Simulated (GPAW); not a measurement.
# CuO (P6_3/mmc) in GPAW: single point with TB-mBJ

Aim: the single point of CuO with TB-mBJ.

Program: GPAW 26.7.0. These are calculated values, not measurements. Logs are shortened: lines on timing, memory, paths and dates and some standing lists are left out, and cuts for length are marked. The log counts tension as positive stress, the text compression.

## 1. Starting point

Symmetry: P6_3/mmc, No. 194, hexagonal system. Conventional cell: a = 3.180 Å, b = 3.180 Å, c = 4.431 Å, α = 90.00°, β = 90.00°, γ = 120.00°. Cu (site symmetry -3m) is surrounded by 6 O at 2.14 Å and 2 Cu at 2.22 Å. O (site symmetry -6m2) is surrounded by 6 Cu at 2.14 Å.

Measurements of this composition are mostly on another form, of space group No. 15.

## 2. Single point, TB-mBJ

Contents of run.py:

```python
from ase.dft.bandgap import bandgap
from ase.io import read, write
from gpaw import GPAW, PW

atoms = read('POSCAR')

calc = GPAW(mode=PW(800),
            xc='TB09',
            kpts={'size': (6, 6, 4), 'gamma': True},
            occupations={'name': 'fermi-dirac', 'width': 0.05},
            nbands=33,
            convergence={'density': 1e-05, 'energy': 1e-05},
            eigensolver='cg',
            maxiter=150,
            txt='gpaw.txt')
atoms.calc = calc
energy = atoms.get_potential_energy()
calc.write('gs.gpw')
write('result.traj', atoms)
print('Fermi level:', round(calc.get_fermi_level(), 4), 'eV')
print(f'Gap: {bandgap(calc)[0]:.4f} eV, direct: {bandgap(calc, direct=True)[0]:.4f} eV')
```

Contents of POSCAR:

```
CuO
1.0
    3.1795331014      0.0000000000      0.0000000000
   -1.5897665507      2.7535564380      0.0000000000
    0.0000000000      0.0000000000      4.4314907300
Cu O
2 2
Direct
    0.0000000000      0.0000000000      0.0000000000
    0.0000000000      0.0000000000      0.5000000000
    0.3333333333      0.6666666667      0.2500000000
    0.6666666667      0.3333333333      0.7500000000
```

Potentials or basis: GPAW PAW data sets for LDA (gpaw-data 1.2.1), pw.

Started as:

```bash
$ OMP_NUM_THREADS=1 python run.py
```

gpaw.txt:

```text
___ ___ ___ _ _ _
 |   |   |_  | | | |
 | | | | | . | | | |
 |__ |  _|___|_____|  26.7.0
 |___|_|

Input parameters:
  convergence: {density: 1e-05,
                energy: 1e-05}
  eigensolver: cg
  kpts: {gamma: True,
         size: (6, 6, 4)}
  maxiter: 150
  mode: {ecut: 800.0,
         name: pw}
  nbands: 33
  occupations: {name: fermi-dirac,
                width: 0.05}
  xc: TB09

System changes: positions, numbers, cell, pbc, initial_charges, initial_magmoms

Initialize ...

species:
  Cu:
    name:    Copper
    Z:       29.0
    valence: 11
    core:    18
    charge:  0.0  # [|e|]
    compensation charges:
      type: gauss
      rc: 0.33  # [Å]
      lmax: 2
    cutoffs:
      filter: 2.06  # [Å]
      core: 2.43  # [Å]
    projectors
    | kind |    occ | energy [eV] | rcut [Å] |
    |------|--------|-------------|----------|
    |   4s |  1.000 |      -4.857 |    1.164 |
    |   4p |  0.000 |      -0.783 |    1.164 |
    |   3d | 10.000 |      -5.324 |    1.058 |
    |    s |        |      22.354 |    1.164 |
    |    p |        |      26.429 |    1.164 |
    |    d |        |      21.887 |    1.058 |

    Using partial waves for Cu as LCAO basis

  O:
    name:    Oxygen
    Z:       8.0
    valence: 6
    core:    2
    charge:  0.0  # [|e|]
    compensation charges:
      type: gauss
      rc: 0.21  # [Å]
      lmax: 2
    cutoffs:
      filter: 1.17  # [Å]
      core: 0.83  # [Å]
    projectors
    | kind |    occ | energy [eV] | rcut [Å] |
    |------|--------|-------------|----------|
    |   2s |  2.000 |     -23.752 |    0.688 |
    |   2p |  4.000 |      -9.195 |    0.598 |
    |    s |        |       3.459 |    0.688 |
    |    p |        |      18.016 |    0.598 |
    |    d |        |       0.000 |    0.619 |

    Using partial waves for O as LCAO basis

Reference energy: -93958.010232  # eV

Spin-paired calculation

Convergence criteria:
 Maximum [total energy] change in last 3 cyles: 1e-05 eV / valence electron
 Maximum integral of absolute [dens]ity change: 1e-05 electrons / valence electron
 Maximum integral of absolute [eigenst]ate change: 4e-08 eV^2 / valence electron
 Maximum number of scf [iter]ations: 150
 (Square brackets indicate name in SCF output, whereas a 'c' in
 the SCF output indicates the quantity has converged.)

Symmetries present (total): 12

  ( 1  1  0)  ( 1  1  0)  ( 1  0  0)  ( 1  0  0)  ( 0  1  0)  ( 0  1  0)
  ( 0 -1  0)  (-1  0  0)  ( 0  1  0)  (-1 -1  0)  ( 1  0  0)  (-1 -1  0)
  ( 0  0  1)  ( 0  0 -1)  ( 0  0  1)  ( 0  0 -1)  ( 0  0 -1)  ( 0  0  1)

  ( 0 -1  0)  ( 0 -1  0)  (-1  0  0)  (-1  0  0)  (-1 -1  0)  (-1 -1  0)
  ( 1  1  0)  (-1  0  0)  ( 1  1  0)  ( 0 -1  0)  ( 1  0  0)  ( 0  1  0)
  ( 0  0 -1)  ( 0  0  1)  ( 0  0  1)  ( 0  0 -1)  ( 0  0  1)  ( 0  0 -1)

144 k-points: 6 x 6 x 4 Monkhorst-Pack grid + [1/12,1/12,1/8]
24 k-points in the irreducible part of the Brillouin zone
       k-points in crystal coordinates                weights
   0:     0.00000000    0.00000000    0.00000000          1/144
   1:     0.00000000    0.00000000    0.25000000          2/144
   2:     0.00000000    0.00000000    0.50000000          1/144
   3:     0.16666667    0.00000000   -0.25000000          6/144
   4:     0.16666667    0.00000000    0.00000000          6/144
   5:     0.16666667    0.00000000    0.25000000          6/144
   6:     0.16666667    0.00000000    0.50000000          6/144
   7:     0.33333333   -0.16666667    0.00000000          6/144
   8:     0.33333333   -0.16666667    0.25000000         12/144
   9:     0.33333333   -0.16666667    0.50000000          6/144
          ...
  23:     0.50000000    0.50000000    0.50000000          3/144

Wave functions: Plane wave expansion
  Cutoff energy: 800.000 eV
  Number of coefficients (min, max): 1980, 2024
  Pulay-stress correction: 0.000000 eV/Ang^3 (de/decut=0.000000)
  Using FFTW library
  ScaLapack parameters: grid=1x1, blocksize=None
  Wavefunction extrapolation:
    Improved wavefunction reuse through dual PAW basis

Occupation numbers: Fermi-Dirac:
  width: 0.0500  # eV

Eigensolver
   CG(niter=4, rtol=3.0e-01)

Densities:
  Coarse grid: 21*21*30 grid
  Fine grid: 42*42*60 grid
  Total Charge: 0.000000

Density mixing:
  Method: separate
  Backend: msr1
  Linear mixing parameter: 0.05
  old densities: 10
  Width of damping distribution: 1.1
  Damping of long wavelength oscillations: 20

Hamiltonian:
  XC and Coulomb potentials evaluated on a 42*42*60 grid
  Using the TB09 Exchange-Correlation functional
  External potential:
    NoExternalPotential

XC parameters: TB09 with 2 nearest neighbor stencil

Number of atoms: 4
Number of atomic orbitals: 26
Number of bands in calculation: 33
Number of valence electrons: 34
Bands to converge: occupied

... initialized

Initializing position-dependent things.

Density initialized from atomic densities
Creating initial wave functions:
  26 bands from LCAO basis set
  7 bands from random numbers

            O

       Cu
         O

       Cu

Atomic positions and initial magnetic moments

Positions:
   0 Cu     0.000000    0.000000    0.000000    ( 0.0000,  0.0000,  0.0000)
   1 Cu     0.000000    0.000000    2.215745    ( 0.0000,  0.0000,  0.0000)
   2 O     -0.000000    1.835704    1.107873    ( 0.0000,  0.0000,  0.0000)
   3 O      1.589767    0.917852    3.323618    ( 0.0000,  0.0000,  0.0000)

Unit cell:
           periodic     x           y           z      points  spacing
  1. axis:    yes    3.179533    0.000000    0.000000    21     0.1311
  2. axis:    yes   -1.589767    2.753556    0.000000    21     0.1311
  3. axis:    yes    0.000000    0.000000    4.431491    30     0.1477

  Lengths:   3.179533   3.179533   4.431491
  Angles:   90.000000  90.000000 120.000000

Effective grid spacing dv^(1/3) = 0.1431

iter:   1  3917.253176
iter:   2  3943.082712   +2.08  -0.81
iter:   3  3941.798005   +1.15  -1.30
iter:   4  3942.418810   +0.20  -1.22
iter:   5  3942.097352   -0.55  -1.20
iter:   6  3943.108611   -0.72  -1.19
iter:   7  3945.306390   -0.59  -1.30
iter:   8  3950.721327   -0.81  -1.35
iter:   9  3965.532880   +0.28  -1.44
iter:  10  3976.685533   -0.34  -1.71
iter:  11  3968.772498   +0.41  -1.71
[... 34 lines left out ...]
iter:  46  3966.701604   -5.99  -4.45
iter:  47  3966.708450   -5.68  -4.66
iter:  48  3966.692875   -5.88  -4.58
iter:  49  3966.706005   -5.72  -4.51
iter:  50  3966.698687   -5.83  -4.43
iter:  51  3966.701154   -6.07  -4.57
iter:  52  3966.696720   -6.38  -4.61
iter:  53  3966.700057   -6.48  -4.64
iter:  54  3966.698063   -6.65  -4.80
iter:  55  3966.699232   -6.92  -4.91
iter:  56  3966.698532   -7.19  -5.11c
iter:  57  3966.698928   -7.48c -5.22c
iter:  58  3966.698786   -7.60c -5.48c
iter:  59  3966.698925c  -7.93c -5.61c

Converged after 59 iterations.

Dipole moment: (0.000000, -0.000000, -0.000000) |e|*Ang

Energy contributions relative to reference atoms: (reference = -93958.010232)

Kinetic:        +91.435051
Potential:      -78.755953
External:        +0.000000
XC:            +3954.802781
Entropy (-ST):   -0.036052
Local:           -0.764927
SIC:             +0.000000
--------------------------
Free energy:   +3966.680899
Extrapolated:  +3966.698925

Showing only first 2 kpts
 Kpt  Band  Eigenvalues  Occupancy
  0    15      7.78126    1.99979
  0    16      8.82068    0.00002
  0    17      8.82109    0.00002
  0    18     11.01000    0.00000

  1    15      7.35145    2.00000
  1    16      8.64661    0.00059
  1    17      8.64709    0.00058
  1    18     11.97218    0.00000

Fermi level: 8.23981

No gap
No difference between direct/indirect transitions
Writing to gs.gpw (mode='')
```

Run time: 5.9 min. Hardware: 1 thread of AMD EPYC 7R43 (Zen 3), shared host; peak memory 0.3 GiB.

What came out:

| Property | Result |
| --- | --- |
| Band gap on the k mesh | none (metal or under the smearing width) |

Caveat: the k mesh is coarse (spacing up to 0.38 Å⁻¹), so the values aren't converged; a model potential gives levels but no total energy; the run has no spin polarisation, though such a crystal can be magnetic; semilocal functionals often make such compounds metallic where correlation or magnetic order opens a gap, which also shifts bond lengths.
